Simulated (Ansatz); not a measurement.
**The band gap of TiO2, sorted by core time**

**What was measured.** The band gap of TiO2 (P4_2/mnm) is reported as 3.05 eV at 300 K (a printed reference work). The runs below try to reproduce it.

```cif
data_structure
_symmetry_space_group_name_H-M 'P4_2/mnm'
_symmetry_Int_Tables_number 136
_cell_length_a 4.5998
_cell_length_b 4.5998
_cell_length_c 2.9592
_cell_angle_alpha 90.000
_cell_angle_beta 90.000
_cell_angle_gamma 90.000
_cell_volume 62.61
loop_
_atom_site_label
_atom_site_type_symbol
_atom_site_symmetry_multiplicity
_atom_site_Wyckoff_symbol
_atom_site_fract_x
_atom_site_fract_y
_atom_site_fract_z
_atom_site_occupancy
Ti1 Ti 2 b 0.00000 0.00000 0.50000 1
O1 O 4 g 0.30432 0.30432 0.50000 1
```

| rung | level | program and potentials | cutoff (eV) | k mesh | task | core time | chip | band gap (eV) | miss (eV) | notes |
| --- | --- | --- | --- | --- | --- | --- | --- | --- | --- | --- |
| GGA + U (6 eV) | PBE+U (Ti d U = 6 eV, fll (the default)) | Ansatz, Ansatz PAW | 420 | 6 × 6 × 9 | band structure | 8.9 s | AMD EPYC 9R45 Zen 5 | 2.56 | -0.49 | - |
| GGA | PBE | Ansatz, Ansatz PAW | 420 | 6 × 6 × 9 | band structure | 12 s | AMD EPYC 7R43 Zen 3 | 1.87 | -1.18 | - |
| GGA | BLYP | Ansatz, Ansatz PAW | 420 | 6 × 6 × 9 | band structure | 13 s | Arm Neoverse V1 | 1.86 | -1.19 | potentials made for PBE, which Ansatz adapts in part |
| GGA | revPBE | Ansatz, Ansatz PAW | 420 | 6 × 6 × 9 | band structure | 27 s | Intel Xeon Skylake/Cascade Lake | 1.89 | -1.16 | potentials made for PBE, which Ansatz adapts in part |
| meta-GGA + U (6 eV) | r2SCAN+U (Ti d U = 6 eV, fll (the default)) | Ansatz, Ansatz PAW | 500 | 6 × 6 × 9 | band structure | 27 s | Arm Neoverse V2 | 2.98 | -0.07 | potentials made for PBE, which Ansatz adapts in part |
| GGA | PBE | Ansatz, Ansatz PAW | 420 | 10 × 10 × 16 | single point | 29 s | Arm Neoverse N1 | 1.87 | -1.18 | - |
| meta-GGA | r2SCAN | Ansatz, Ansatz PAW | 500 | 6 × 6 × 9 | band structure | 31 s | Arm Neoverse V1 | 2.20 | -0.85 | potentials made for PBE, which Ansatz adapts in part |
| GGA | RPBE | Ansatz, Ansatz PAW | 420 | 6 × 6 × 9 | band structure | 33 s | Intel Xeon Skylake/Cascade Lake | 1.90 | -1.15 | potentials made for PBE, which Ansatz adapts in part |

Times are single runs on shared hosts and different chips, so they are rough; meshes, cutoffs and the tasks' sizes weigh on the time. All rows: no spin polarisation. Gaps are the least found on the k mesh or the band path, and a mesh can miss the band edges. Meshes differ between rows, which moves values too. All levels ran on this one cell, unrelaxed unless noted. Meshes are those of the run's cell of 6 atoms unless a note names another. Misses use the values as printed. Runs on faulty files, with rough fits or with known faults for this quantity aren't shown. No row holds spin-orbit coupling.

By rung: GGA + U (6 eV) 2.56; GGA 1.86 to 1.90; meta-GGA + U (6 eV) 2.98; meta-GGA 2.20 (eV). Measured: 3.05 eV at 300 K (a printed reference work). Closest is r2SCAN+U, with the U typed (-0.07 eV), and PBE misses by -1.18 eV on plain settings. LDA and GGA gaps fall short mostly because these functionals lack the derivative discontinuity; the runs are for a static lattice, while measurements hold temperature and zero-point motion.
